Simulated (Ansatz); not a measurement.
Crystal: InP.

```xyz
2
Lattice="0.0000 2.9305 2.9305 2.9305 0.0000 2.9305 2.9305 2.9305 0.0000" Properties=species:S:1:pos:R:3 pbc="T T T"
In    0.0000    0.0000    0.0000
P     4.3957    4.3957    4.3957
```

* Program: Ansatz 0.2.0
* Task: relaxation of cell and atoms
* Functional: HSE06
* Potentials or basis: Ansatz PAW
* Cutoff: 420 eV (not typed: the program's choice for these potentials)
* k mesh: 4 × 4 × 4
* Occupations: fermi-dirac, width 0.05 eV
* Spin: no spin polarisation

At the start: volume 25.17 Å³/atom.

Question: Where does the relaxation end?

Answer: It ends after 4 steps and the volume is 25.77 Å³/atom (+2.4 %); space group F-43m (No. 216, to 0.05 Å).

The path:
```
step  energy change (eV)  largest force (eV/Å)  volume (Å³)
   1              0.0000                0.0000        50.33
   2             -0.0056                0.0000        51.80
   3             -0.0060                0.0000        51.53
   4             -0.0063                0.0000        51.53
```

Final structure:
```cif
data_structure
_symmetry_space_group_name_H-M 'P 1'
_symmetry_Int_Tables_number 1
_cell_length_a 4.1770
_cell_length_b 4.1770
_cell_length_c 4.1770
_cell_angle_alpha 60.000
_cell_angle_beta 60.000
_cell_angle_gamma 60.000
_cell_volume 51.53
loop_
_atom_site_label
_atom_site_type_symbol
_atom_site_fract_x
_atom_site_fract_y
_atom_site_fract_z
_atom_site_occupancy
In1 In 0.00000 0.00000 0.00000 1
P1 P 0.75000 0.75000 0.75000 1
```

Caveat: the k mesh is coarse (spacing up to 0.46 Å⁻¹), so the values aren't converged, least of all with exact exchange; the plane-wave basis is chosen anew once the cell has moved, so the energies of steps on either side of that aren't comparable; the PAW data sets come from PBE, with cores solved anew for the run's functional, which leaves a small shift of forces and pressure.
